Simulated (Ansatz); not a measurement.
# InSe under changes of volume

One of the cells (29.237 Å³/atom); the others are scaled copies at fixed shape and fractional positions:

```
CELL_PARAMETERS angstrom
2.00000 1.15470 8.44000
-2.00000 1.15470 8.44000
0.00000 -2.30940 8.44000
ATOMIC_POSITIONS crystal
In 0.88860 0.88860 0.88860
In 0.00000 0.00000 0.00000
Se 0.17190 0.17190 0.17190
Se 0.38350 0.38350 0.38350
```

- Program: Ansatz 0.2.0
- Functional: BLYP
- Dispersion: D4
- Potentials or basis: Ansatz PAW
- Cutoff: 420 eV (not typed: the program's choice for these potentials)
- k mesh: 8 × 8 × 8
- Occupations: fermi-dirac, width 0.05 eV
- Spin: no spin polarisation

```csv
volume (Å³/atom),energy over the lowest point (meV/atom),pressure (GPa),gap on the mesh (eV),largest force (eV/Å)
27.483,49.43,5.9,0.56,0.984
28.068,30.52,4.5,0.49,0.796
28.652,16.62,3.2,0.43,0.623
29.237,?,?,?,?
29.822,1.81,1.0,0.32,0.374
30.406,0.00,0.0,0.27,0.297
30.991,1.39,-0.8,0.23,0.224
```

What does the run at 29.237 Å³/atom give?

Energy over the lowest point 7.21 meV/atom; pressure 2.0 GPa; gap on the mesh 0.37 eV; largest force 0.464 eV/Å.

Worked out: A Birch-Murnaghan fit of order 3 (a polynomial in V^(-2/3)) to the other rows has its minimum at 30.43 Å³/atom with B0 = V·E''(V) = 45 GPa and B' = 4.8 at fixed shape and positions, which overstates the stiffness. It gives 7.21 meV/atom at 29.237 Å³/atom, against the run's 7.21, and -dE/dV = 2.0 GPa, against 2.0. A straight line through the other rows of the gap, of slope -2.75 eV per unit of ln V (its deformation potential), gives 0.38 eV, against the run's 0.37.

Energies are extrapolated to zero smearing.

Caveats: spin-orbit coupling is left out, which moves the levels of the heavy elements; the PAW data sets come from PBE, with cores solved anew for the run's functional, which leaves a small shift of forces and pressure.

A mesh can miss the band edges.
